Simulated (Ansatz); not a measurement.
# Te2Mo (P2_1/m) in Ansatz: band structure with r2SCAN

Aim: the band structure of Te2Mo with r2SCAN.

Everything below comes from runs of Ansatz 0.2.0. Logs are shortened: lines on timing, memory, paths and dates and some standing lists are left out, and cuts for length are marked.

### Step 1. The crystal as given

It takes space group P2_1/m (No. 11, monoclinic). Conventional cell: a = 6.330 Å, b = 3.469 Å, c = 13.860 Å, α = 90.00°, β = 93.92°, γ = 90.00°. Around Te (site symmetry m) lie 3 Mo at 2.79 to 2.81 Å. Te (site symmetry m) is surrounded by 3 Mo at 2.70 Å. Around Te (site symmetry m) lie 3 Mo at 2.79 to 2.82 Å. Te (site symmetry m) is surrounded by 3 Mo at 2.70 to 2.71 Å. Around Mo (site symmetry m) lie 6 Te at 2.70 to 2.82 Å and 2 Mo at 2.89 Å. Around Mo (site symmetry m) lie 6 Te at 2.70 to 2.81 Å and 2 Mo at 2.90 Å.

### Step 2. Band structure, r2SCAN

The input, input.yaml:

```yaml
crystal:
  lattice:
    - [6.33, 0.0, 0.0]
    - [0.0, 3.469, 0.0]
    - [-0.9467947088, 0.0, 13.8276237937]
  atoms:
    - { symbol: Te, position: [0.9437, 0.75, 0.6045] }
    - { symbol: Te, position: [0.0563, 0.25, 0.3955] }
    - { symbol: Te, position: [0.903, 0.25, 0.8514] }
    - { symbol: Te, position: [0.097, 0.75, 0.1486] }
    - { symbol: Te, position: [0.4112, 0.75, 0.8955] }
    - { symbol: Te, position: [0.5888, 0.25, 0.1045] }
    - { symbol: Te, position: [0.4432, 0.25, 0.6484] }
    - { symbol: Te, position: [0.5568, 0.75, 0.3516] }
    - { symbol: Mo, position: [0.8167, 0.75, 0.9926] }
    - { symbol: Mo, position: [0.1833, 0.25, 0.0074] }
    - { symbol: Mo, position: [0.6819, 0.25, 0.4934] }
    - { symbol: Mo, position: [0.3181, 0.75, 0.5066] }
hamiltonian:
  xc: r2scan
  pseudopotentials: { kind: paw }
kpoints:
  mp_grid: { grid: [3, 6, 2] }
  band_path:
    path:
      - [[0.0, 0.0, 0.0], [0.0, 0.0, 0.5], [-0.4866717952, 0.0, 0.5727927773], [-0.5, 0.0, 0.5], [-0.5, 0.5, 0.5], [-0.5133282048, 0.5, 0.4272072227], [-0.5, 0.5, 0.0], [-0.5, 0.0, 0.0], [-0.5133282048, 0.0, 0.4272072227]]
      - [[-0.4866717952, 0.5, 0.5727927773], [0.0, 0.5, 0.5], [0.0, 0.5, 0.0]]
      - [[0.0, 0.0, 0.5], [0.0, 0.5, 0.5]]
    npoints: 10
scf:
  occupations: { method: fermi_dirac, width: 0.05 }
  n_extra_bands: 30
output:
  forces: true
  stress: true
  eigenvalues: true
  fatbands: true
  write_density: true
  write_potential: true
  elf: true
  volumetric_format: npy
```

Potentials or basis: Ansatz PAW.

Launch:

```bash
> ansatz run input.yaml --threads 4 --pin off --max-ram 11264MiB --backend cpu --events-out ev --progress --plain --runs-dir out
```

The program printed:

```text
Warning: RAYON_NUM_THREADS=4 ignored (pool sized by the plan → 4); use --threads N
scf.n_extra_bands = 30 over 92 filled bands (N_el = 184.0): the run solves 122 bands
Engine: ansatz 0.2.0, aarch64-unknown-linux-gnu
Pseudopotentials: kind: paw
Pseudopotential: Te, paw, valence charge 16, recommended cutoff 500 eV (meta_gga), Te.paw.azcp
Pseudopotential: Mo, paw, valence charge 14, recommended cutoff 500 eV (meta_gga), Mo.paw.azcp
Functional definition: r2SCAN
  parameter k0 = 0.174
  parameter k1 = 0.065
  parameter a1 = 4.9479
  exchange = r2scan_x(k0 = k0, k1 = k1, a1 = a1)
  correlation = r2scan_c
Crystal: 12 atoms, lattice volume = 303.638 Å³
Basis set: ecut = 500 eV, 7713 PW (Γ), exchange–correlation on 192×108×432 points (64 copies of the dense FFT grid, shifted against one another)
Bands: 122, of which v1, the nominal top of the filled ones, is band 92 counted from 1 (91 counted from 0)
Symmetry: 4 space group operations
Space group: P21/m (ITA 11), of the structure as read, at distance tolerance 6.7e-5 Å
k-points: 16 of 36
Non-local potential: Te, projectors of the file, l = 0: 2, l = 1: 2, l = 2: 2, l = 3: 2
Non-local potential: Mo, projectors of the file, l = 0: 3, l = 1: 2, l = 2: 2, l = 3: 1
PAW form: soft (Blöchl's): semilocal exchange-correlation on the pseudo side does not see the compensation charge
PAW frozen core: Te, regenerated for the run's functional (the file was generated under x = pbe(κ = 0.804, μ = 0.2195149727645171), c = pbe(β = 0.06672455060314922))
PAW frozen core: Mo, regenerated for the run's functional (the file was generated under x = pbe(κ = 0.804, μ = 0.2195149727645171), c = pbe(β = 0.06672455060314922))
PAW one-centre angular grid: Te, 590 points (default); XC on 160 Gauss nodes
PAW one-centre angular grid: Mo, 590 points (default); XC on 160 Gauss nodes
Initial density: superposition of atomic densities (neutral atoms: chi_scale 0, normalization atom), corrected by the library's trained network
Initial wavefunctions: pseudopotential atomic-orbital guess
Functional: x = r2scan, c = r2scan; τ floored in thin density (d = 2e-4 eV/Å³)
SCF iter   1: F=—  HF=-75832.242721 eV  |F-HF|=—  |Δ(HF+E_count)|=         —  Δρ=1.08e-2  dr2=8.28e-1  dr2_τ=1.13e-1  ethr=1.77e-3  ⟨swp⟩=6.0  Hψ=7459  notcnv=0  defer=136
preconditioner: auto → LDOS  [metal: Δε(μ)=0.047 eV  Ē_g=9.442 eV  σ=0.050 eV  W_gap=0.22  n_scr=82 (ndim 8)  ℏωp=18.1 eV  f_vac=0.028  D(μ)=3.22/eV (n_scr^D=14)  β→1.0]
SCF iter   2: F=—  HF=-75832.555898 eV  |F-HF|=—  |Δ(HF+E_count)|=   3.13e-1  Δρ=1.43e-2  dr2=2.11e0  dr2_τ=1.52e-1  ethr=4.50e-4  ⟨swp⟩=3.0  Hψ=3278  notcnv=0  defer=309  recentre
SCF iter   3: F=—  HF=-75832.327727 eV  |F-HF|=—  |Δ(HF+E_count)|=   2.28e-1  Δρ=4.02e-3  dr2=1.04e-1  dr2_τ=8.25e-4  ethr=4.50e-4  ⟨swp⟩=3.0  Hψ=2347  notcnv=0  defer=309
SCF iter   4: F=—  HF=-75832.326873 eV  |F-HF|=—  |Δ(HF+E_count)|=   8.54e-4  Δρ=5.08e-4  dr2=1.57e-3  dr2_τ=1.68e-4  ethr=5.63e-5  ⟨swp⟩=2.1  Hψ=2328  notcnv=0  defer=307
SCF iter   5: F=—  HF=-75832.326561 eV  |F-HF|=—  |Δ(HF+E_count)|=   3.13e-4  Δρ=1.40e-4  dr2=7.18e-5  dr2_τ=1.21e-5  ethr=8.55e-7  ⟨swp⟩=2.0  Hψ=3000  notcnv=0  defer=307
SCF iter   6: F=—  HF=-75832.326433 eV  |F-HF|=—  |Δ(HF+E_count)|=   1.27e-4  Δρ=5.04e-5  dr2=6.55e-6  dr2_τ=5.90e-7  ethr=3.90e-8  ⟨swp⟩=2.0  Hψ=2762  notcnv=0  defer=307
SCF iter   7: F=—  HF=-75832.326439 eV  |F-HF|=—  |Δ(HF+E_count)|=   5.51e-6  Δρ=2.14e-5  dr2=2.47e-6  dr2_τ=1.59e-7  ethr=3.56e-9  ⟨swp⟩=3.0  Hψ=3256  notcnv=0  defer=307
SCF iter   8: F=-75832.326439 eV  HF=-75832.326439 eV  |F-HF|=1.22e-8  |Δ(HF+E_count)|=   4.06e-9  Δρ=5.41e-6  dr2=9.92e-8  dr2_τ=7.18e-9  ethr=5.43e-11  ⟨swp⟩=15.9  Hψ=16614  notcnv=0
SCF 1 converged in 8 iterations: F = -75832.326439 eV  dr2 = 9.92e-8
NSCF: frozen V_eff on 113 k-points
SCF converged after 8 iterations
Free energy (F): -75832.326439 eV
Harris-Foulkes:  -75832.326439 eV  (|F-HF|=1.22e-8)
Internal energy: -75832.298935 eV  (E = F + TS)
E sigma→0 (E₀):  -75832.312687 eV
Entropy (-TS):   -0.027504 eV (-2.292 meV/atom)
Fermi energy:    12.400756 eV
--- Per-component energies (eV) ---
  E_band       = -2481.071225
  E_kinetic    = 3212.033577
  E_local      = -15180.666627  (includes V_loc(G=0)·N_el)
  E_nonlocal   = -1908.730131
  E_hartree    = 8455.088704
  E_xc         = -1638.449960
  E_vxc        = -1921.488562  (∫ρ·V_xc dr)
  E_paw        = -50363.887398  (= ΣΔE_a)
  E_vpaw       = -3714.271712  (= ΣTr[D̂ρ^β])
  E_aug_tail   = -0.000287  (compensation charges beyond the density's cutoff)
  E_vtau       = 121.874439  (kinetic-family band-sum trace: ∫τ·v_τ [+ j·A + Jᵃ·Aᵃ] dr)
  E_ewald      = -18409.080843
  E_core_change = 1.394029  (= ΣΔE_core)
  E_smearing   = -0.027504  (= −TS)
  E_closure    = 0.000000  (closes the sum)
  Σ components = -75832.326439   (vs F -75832.326439, Δ=0.00e0)
--- Forces (eV/Å), atoms counted from 1 ---
  atom   1  Te     0.04190450     0.00000000     0.01415285
  atom   2  Te    -0.04190450     0.00000000    -0.01415285
  atom   3  Te    -0.03450117     0.00000000     0.11260983
  atom   4  Te     0.03450117     0.00000000    -0.11260983
  atom   5  Te    -0.01662169     0.00000000     0.04591398
  atom   6  Te     0.01662169     0.00000000    -0.04591398
  atom   7  Te    -0.03882829     0.00000000    -0.15098624
  atom   8  Te     0.03882829     0.00000000     0.15098624
  atom   9  Mo     0.24988737     0.00000000     0.04306168
  atom  10  Mo    -0.24988737     0.00000000    -0.04306168
  atom  11  Mo    -0.36910019     0.00000000    -0.01283362
  atom  12  Mo     0.36910019     0.00000000     0.01283362
  max |Σ_I F_I| component: 5.55e-17 eV/Å
--- Stress (GPa, compression-positive) ---
        1.880661       0.000000       0.067959
        0.000000       2.440388       0.000000
        0.067959       0.000000       1.641016
  P = ⅓ Tr σ = 1.9874 GPa (19.874 kbar)
--- Band table (eV; the first three rows and the last of 16) ---
  k-point 0: bands = ["-50.6898", "-50.6604", "-50.6267", "-50.5958", "-25.5684", "-25.5572", "-25.5502", "-25.5488", "-25.5380", "-25.5259", "-25.5190", "-25.5174", "-25.5163", "-25.5113", "-25.5047", "-25.4882", "-25.4863", "-25.4799", "-25.4788", "-25.4747", "-25.4738", "-25.4554", "-25.4468", "-25.4427", "-25.4281", "-25.4227", "-25.4115", "-25.4086", "-25.3961", "-25.3910", "-25.3798", "-25.3771", "-25.3739", "-25.3597", "-25.3410", "-25.3345", "-25.3272", "-25.3241", "-25.3106", "-25.3070", "-25.3015", "-25.2910", "-25.2779", "-25.2740", "-24.2119", "-24.1828", "-24.0979", "-24.0909", "-24.0714", "-24.0620", "-23.9332", "-23.9168", "-23.9030", "-23.8856", "-23.7655", "-23.7317", "-1.3463", "-1.0160", "-0.3695", "0.1717", "0.6294", "0.8376", "0.8411", "1.0996", "6.1960", "6.3572", "6.5076", "7.0879", "7.5386", "7.6927", "7.9683", "8.1337", "8.7266", "9.6368", "9.6946", "9.7307", "9.7376", "9.7533", "9.9371", "10.3689", "10.4747", "10.5285", "10.9202", "11.0291", "11.3714", "11.5977", "11.7113", "11.8791", "11.9408", "12.2407", "12.4665", "12.4763", "12.9099", "13.1597", "13.2848", "13.3830", "13.6126", "14.3350", "14.4838", "14.5644", "14.7211", "15.2854", "15.5176", "15.5838", "15.6951", "15.8785", "15.9882", "16.1630", "17.3008", "17.4416", "17.9451", "18.3256", "18.7020", "18.8625", "19.2531", "19.6654", "20.0634", "20.3891", "20.6148", "20.6149", "21.1323", "21.2997"]
  k-point 1: bands = ["-50.6898", "-50.6604", "-50.6267", "-50.5958", "-25.5684", "-25.5572", "-25.5502", "-25.5488", "-25.5380", "-25.5259", "-25.5190", "-25.5174", "-25.5163", "-25.5113", "-25.5047", "-25.4882", "-25.4864", "-25.4799", "-25.4788", "-25.4748", "-25.4737", "-25.4554", "-25.4468", "-25.4427", "-25.4281", "-25.4227", "-25.4115", "-25.4086", "-25.3961", "-25.3910", "-25.3798", "-25.3771", "-25.3739", "-25.3597", "-25.3410", "-25.3345", "-25.3272", "-25.3241", "-25.3106", "-25.3070", "-25.3015", "-25.2910", "-25.2779", "-25.2740", "-24.2119", "-24.1828", "-24.0979", "-24.0909", "-24.0714", "-24.0620", "-23.9332", "-23.9168", "-23.9030", "-23.8856", "-23.7655", "-23.7317", "-1.2338", "-1.2004", "-0.0752", "-0.0500", "0.6551", "0.6672", "1.0319", "1.0490", "6.3015", "6.3490", "6.7970", "6.8309", "7.2569", "7.3865", "8.1120", "8.3321", "9.2224", "9.3739", "9.6718", "9.6897", "9.7010", "9.7331", "10.1231", "10.1646", "10.4601", "10.6106", "10.8663", "10.9486", "11.5348", "11.5717", "11.6374", "11.6892", "12.3163", "12.3418", "12.3429", "12.3480", "12.9267", "13.0467", "13.3031", "13.3680", "13.9848", "14.2016", "14.5790", "14.5920", "14.6249", "14.6989", "15.7901", "15.7903", "15.8416", "15.8721", "15.9013", "15.9098", "17.4488", "17.6920", "17.9131", "18.1645", "18.6210", "18.6964", "19.4030", "19.4775", "20.1551", "20.2023", "20.9149", "20.9276", "21.3585", "21.4620"]
  k-point 2: bands = ["-50.6840", "-50.6545", "-50.6294", "-50.5985", "-25.5649", "-25.5551", "-25.5497", "-25.5481", "-25.5340", "-25.5225", "-25.5210", "-25.5185", "-25.5160", "-25.5144", "-25.5028", "-25.4903", "-25.4870", "-25.4831", "-25.4798", "-25.4759", "-25.4718", "-25.4560", "-25.4480", "-25.4439", "-25.4221", "-25.4174", "-25.4141", "-25.4117", "-25.3900", "-25.3856", "-25.3824", "-25.3803", "-25.3751", "-25.3632", "-25.3422", "-25.3343", "-25.3306", "-25.3248", "-25.3098", "-25.3062", "-25.3013", "-25.2916", "-25.2771", "-25.2733", "-24.2028", "-24.1744", "-24.1349", "-24.1083", "-24.0720", "-24.0430", "-23.9670", "-23.9368", "-23.8989", "-23.8671", "-23.7682", "-23.7344", "-1.0169", "-0.6894", "-0.1479", "0.3618", "0.7896", "0.9700", "1.0530", "1.2902", "6.5243", "6.6877", "6.8061", "7.2621", "7.6061", "8.0380", "8.0496", "8.1624", "8.5777", "9.0197", "9.0581", "9.3250", "9.5375", "9.6084", "9.7306", "9.8727", "10.3554", "10.4041", "10.5148", "10.8529", "10.9251", "11.0171", "11.2392", "11.2508", "11.6839", "11.7006", "12.0558", "12.1258", "12.4858", "12.5874", "13.6241", "13.6433", "13.9031", "14.2047", "14.3047", "14.4230", "14.5340", "14.5604", "14.6814", "14.8493", "15.3446", "15.6661", "15.7510", "15.9158", "17.5952", "17.6816", "18.6825", "18.7027", "19.7474", "20.0406", "20.2446", "20.5078", "20.5695", "20.6509", "20.9651", "21.0355", "21.2776", "21.3659"]
  k-point 15: bands = ["-50.6519", "-50.6519", "-50.6217", "-50.6217", "-25.5685", "-25.5685", "-25.5360", "-25.5360", "-25.5322", "-25.5322", "-25.5259", "-25.5259", "-25.5017", "-25.5017", "-25.4949", "-25.4949", "-25.4938", "-25.4938", "-25.4791", "-25.4791", "-25.4625", "-25.4625", "-25.4474", "-25.4474", "-25.4228", "-25.4228", "-25.3983", "-25.3983", "-25.3911", "-25.3911", "-25.3755", "-25.3755", "-25.3664", "-25.3664", "-25.3427", "-25.3427", "-25.3297", "-25.3297", "-25.3059", "-25.3059", "-25.2966", "-25.2966", "-25.2731", "-25.2731", "-24.2343", "-24.2343", "-24.2076", "-24.2076", "-24.0029", "-24.0029", "-23.9728", "-23.9728", "-23.8275", "-23.8275", "-23.7944", "-23.7944", "0.9028", "0.9028", "1.0357", "1.0357", "1.3035", "1.3035", "1.3599", "1.3599", "6.2857", "6.2857", "6.3952", "6.3952", "7.2405", "7.2405", "7.3458", "7.3458", "8.5122", "8.5122", "8.8169", "8.8169", "9.2864", "9.2864", "9.5077", "9.5077", "9.8521", "9.8521", "9.9965", "9.9965", "10.4014", "10.4014", "10.4815", "10.4815", "11.0868", "11.0868", "11.1590", "11.1590", "13.5610", "13.5610", "13.6431", "13.6431", "14.0311", "14.0311", "14.2866", "14.2866", "14.4754", "14.4754", "14.9183", "14.9183", "15.8328", "15.8328", "16.1100", "16.1100", "17.3864", "17.3864", "17.8008", "17.8008", "18.2462", "18.2462", "18.4600", "18.4600", "19.2804", "19.2804", "19.5046", "19.5046", "19.8235", "19.8235"]
```

It took 4 min on 4 threads of Arm Neoverse N1, shared host; peak memory 3.4 GiB.

Results:

| Property | Result |
| --- | --- |
| Free energy | -75832.3264 eV |
| Pressure | 2.0 GPa |
| Largest force | 0.369 eV/Å |
| Band gap on the k mesh | none (metal or under the smearing width) |

Forces on the atoms (eV/Å):
```
Te   0.042  0.000  0.014
Te  -0.042  0.000 -0.014
Te  -0.035  0.000  0.113
Te   0.035  0.000 -0.113
Te  -0.017  0.000  0.046
Te   0.017  0.000 -0.046
Te  -0.039  0.000 -0.151
Te   0.039  0.000  0.151
Mo   0.250  0.000  0.043
Mo  -0.250  0.000 -0.043
Mo  -0.369  0.000 -0.013
Mo   0.369  0.000  0.013
```

Levels at the corners of the path, in eV from the Fermi level:
| point | band 90 | band 91 | band 92 | band 93 | band 94 | band 95 |
| --- | --- | --- | --- | --- | --- | --- |
| Γ | -0.16 | 0.07 | 0.08 | 0.51 | 0.76 | 0.88 |
| Y | -0.06 | -0.06 | -0.05 | 0.53 | 0.65 | 0.90 |
| H | -0.91 | -0.70 | -0.44 | 0.05 | 0.10 | 0.87 |
| C | -0.91 | -0.69 | -0.45 | 0.05 | 0.10 | 0.87 |
| E | -1.15 | -1.07 | -1.07 | 1.17 | 1.17 | 1.19 |
| M1 | -1.15 | -1.07 | -1.07 | 1.17 | 1.17 | 1.19 |
| A | -1.16 | -1.07 | -1.07 | 1.16 | 1.16 | 1.23 |
| X | -0.92 | -0.69 | -0.59 | 0.01 | 0.07 | 0.91 |
| H1 | -0.91 | -0.70 | -0.44 | 0.05 | 0.10 | 0.87 |
| M | -1.15 | -1.07 | -1.07 | 1.17 | 1.17 | 1.19 |
| D | -1.67 | -1.58 | -1.58 | 1.12 | 1.12 | 1.30 |
| Z | -1.63 | -1.57 | -1.57 | 1.14 | 1.14 | 1.31 |
| Y | -0.06 | -0.06 | -0.05 | 0.53 | 0.65 | 0.90 |
| D | -1.67 | -1.58 | -1.58 | 1.12 | 1.12 | 1.30 |

Caveat: spin-orbit coupling is left out, which moves the levels of the heavy elements; the PAW data sets come from PBE, with cores solved anew for the run's functional, which leaves a small shift of forces and pressure.
